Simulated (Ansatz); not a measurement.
# C₄H₆ (singlet): RPA-PBE over a series of basis sets

One table from this session's results is given with a row withheld; the runs are named, their logs left out.

The runs use Ansatz 0.2.0, Gaussian basis; all electrons in the functionals, frozen cores in the correlation of double hybrids and RPA.

Plan: RPA-PBE, at STO-3G; 6-31G; 6-31G*; cc-pVDZ; cc-pVTZ; cc-pVQZ.

35 further runs of the same task are left out: 2 for a known fault of the program, 1 that didn't finish, 32 set aside as unsound or not needed.

### The geometry

The geometry is an MP2(full)/6-31G* stationary point (not a proven minimum).

10 atoms, charge 0, spin multiplicity 1.

Atoms are counted from 1 here; the program's logs count them from 0.

Bond lengths: C1–C2 1.346 Å, C1–C3 1.512 Å, C1–H5 1.087 Å, C2–C4 1.512 Å, C2–H6 1.087 Å, C3–C4 1.564 Å, C3–H7 1.095 Å, C3–H8 1.095 Å, C4–H9 1.095 Å, C4–H10 1.095 Å. Angles: C2–C1–C3 94.1°, C2–C1–H5 133.6°, C3–C1–H5 132.2°, C1–C2–C4 94.1°, C1–C2–H6 133.6°, C4–C2–H6 132.2°, C1–C3–C4 85.9°, C1–C3–H7 115.9°, C1–C3–H8 115.9°, C4–C3–H7 114.7°, C4–C3–H8 114.7°, H7–C3–H8 108.6°, C2–C4–C3 85.9°, C2–C4–H9 115.9°, C2–C4–H10 115.9°, C3–C4–H9 114.7°, C3–C4–H10 114.7°, H9–C4–H10 108.6°.

No dispersion term is added.

Set-up of the first run:

Input file in.yaml:

```yaml
crystal:
  periodic: [false, false, false]
  atoms:
    - {symbol: C, position_ang: [0.000000, -0.672762, 0.785956]}
    - {symbol: C, position_ang: [0.000000, 0.672762, 0.785956]}
    - {symbol: C, position_ang: [0.000000, -0.781980, -0.721909]}
    - {symbol: C, position_ang: [0.000000, 0.781980, -0.721909]}
    - {symbol: H, position_ang: [0.000000, -1.422393, 1.572502]}
    - {symbol: H, position_ang: [0.000000, 1.422393, 1.572502]}
    - {symbol: H, position_ang: [-0.889310, -1.239242, -1.167852]}
    - {symbol: H, position_ang: [0.889310, -1.239242, -1.167852]}
    - {symbol: H, position_ang: [0.889310, 1.239242, -1.167852]}
    - {symbol: H, position_ang: [-0.889310, 1.239242, -1.167852]}
basis:
  gaussian: {orbitals: STO-3G}
magnetization: {spin_polarized: true, initial_magnetization: 0}
hamiltonian: {xc: {name: PBE}}
correlation: {method: rpa, electrons: outside_noble_gas}
```

On the command line:

```
$ ansatz run in.yaml --threads 1 --pin off --events-out ev --progress --plain --max-ram 4096MiB --backend cpu
```

Among the steps run: RPA-PBE, STO-3G; RPA-PBE, 6-31G; RPA-PBE, 6-31G*; RPA-PBE, cc-pVDZ; RPA-PBE, cc-pVTZ; RPA-PBE, cc-pVQZ.

One of the session's tables, all rows but one given; the rest of the session is left out.

It belongs to the step «The comparison». Atomisation energies, with free atoms from separate runs at the same level and basis (kJ/mol); wave-function rows come from earlier runs:

| level | 6-31G | cc-pVDZ | cc-pVTZ | cc-pVQZ |
| --- | --- | --- | --- | --- |
| RPA-PBE | 3455.3 | 3739.7 | 3902.5 | 3948.6 |
| RHF | 2969.3 | 3071.7 | 3117.7 | 3122.9 |
| UHF | ? | ? | ? | ? |
| RCCSD(T) | 3651.9 | 3891.7 | 4084.0 | 4139.8 |

**Question.** Estimate the row for UHF.

**Answer.** 6-31G: 2970.2; cc-pVDZ: 3071.7; cc-pVTZ: 3117.7; cc-pVQZ: 3122.9. In the column «6-31G» it lies between RHF (2969.3) and RPA-PBE (3455.3).

Caveats from the session: Core correlation, relativity and spin-orbit terms are not in the calculated values.
